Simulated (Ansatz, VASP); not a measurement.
## One calculation of Te, two programs

The input INCAR:

```
ALGO = Normal
EDIFF = 1E-6
ENCUT = 520
GGA = PE
ISIF = 2
ISMEAR = 0
LASPH = True
LCHARG = False
LREAL = False
LWAVE = False
NBANDS = 16
NELM = 60
PREC = Accurate
SIGMA = 0.1
```

Contents of KPOINTS:

```
k-points
0
Gamma
  6 6 4
```

File POSCAR:

```
Te
1.0
    3.8202894285     -2.1482026000      0.0000000000
    3.8202894285      2.1482026000      0.0000000000
   -0.0942908673      0.0000000000      5.9760906531
Te
3
Direct
    0.6905533900      0.6905533900      0.6611905100
    0.3094466100      0.3094466100      0.3388094900
    0.0000000000      0.0000000000      0.0000000000
```

Input for Ansatz:

```yaml
crystal:
  lattice:
    - [3.8202894285, -2.1482026, 0.0]
    - [3.8202894285, 2.1482026, 0.0]
    - [-0.0942908673, 0.0, 5.9760906531]
  atoms:
    - { symbol: Te, position: [0.69055339, 0.69055339, 0.66119051] }
    - { symbol: Te, position: [0.30944661, 0.30944661, 0.33880949] }
    - { symbol: Te, position: [0.0, 0.0, 0.0] }
basis:
  ecutwfc: 420
kpoints:
  mp_grid: { grid: [6, 6, 4] }
hamiltonian:
  xc: pbe
scf:
  occupations: { method: gaussian, width: 0.1 }
  lower_state_search: "off"
output:
  forces: true
  stress: true
  eigenvalues: true
```

Alike in both runs: task single point; functional PBE; k mesh 6 × 6 × 4; occupations gaussian, width 0.1 eV; no spin polarisation.

```csv
,VASP,Ansatz
version,VASP 6.6.1,Ansatz 0.2.0
potentials or method,"VASP PAW PBE potentials, release 64 (Te)","scalar-relativistic, plane waves, PAW"
plane-wave cutoff (eV),520,420
valence electrons in the cell,18,48
```

|  | VASP | Ansatz | Ansatz less VASP |
| --- | --- | --- | --- |
| gap on the k mesh at the Fermi level (eV) | none | none | - |
| pressure (GPa) | 0.6 | 0.6 | +0.03 |
| largest component of the traceless stress (GPa) | 0.34 | 0.35 | +0.001 |
| rms of the force components (eV/Å) | 0.026 | 0.025 | -0.0016 |

Atom by atom the forces differ by 0.002 eV/Å (rms over components). A gap of «none» marks a metal or a gap that the smearing closes. With one functional, cell and mesh, what is left measures potentials, basis and numerics. The two sets of potentials don't hold the same shells in valence.

The runs have no spin-orbit coupling, so splittings on Te are missing.
